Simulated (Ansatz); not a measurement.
## Compressing TiSi₂: a fit and a missing row

TiSi₂, Cmcm, a = 3.517 Å, b = 13.348 Å, c = 3.556 Å. This isn't the usual stable structure of the compound. Ansatz: PBEsol, PAW, 420 eV, Γ-centred 10×10×10 mesh on 6 atoms, Gaussian smearing 0.10 eV; no spin polarisation. Shape and atoms are relaxed at each volume; pressure is positive in compression.

```
V (Å³/atom) P (GPa)
     12.241        ?
     12.658    15.82
     13.076     9.68
     13.493     4.45
     13.910    -0.01
     14.328    -3.82
     14.745    -7.08
```

Question: Take V0 = 13.910 Å³/atom, count pressures from its P0 = -0.01 GPa, fit the third-order Birch–Murnaghan form to the other rows, and predict the missing pressure.

Answer: With the Eulerian strain f = ½[(V0/V)^(2/3) − 1] and y = (P − P0)/[3f(1 + 2f)^(5/2)], the form is the line y = B0 + 1.5 B0 (B0′ − 4) f. Rows (f, y): 0.03245, 139.0; 0.02104, 138.5; 0.01025, 137.9; -0.00977, 136.6; -0.01906, 136.3. Means f = 0.006982, y = 137.66; Σ(Δf)² = 0.001816, ΣΔfΔy = 0.09989; the slope is their ratio. y = 137.3 + 55.02 f GPa, so B0 = 137.3 GPa and B0′ = 4 + 2 × (55.02)/(3 × 137.3) = 4.27. At V = 12.241, f = 0.04447, y = 139.75 and P = 23.06 GPa. The run gave 23.05 GPa, so the fit is 0.01 GPa too high, within twice the rms miss on the fitted rows (0.007 GPa).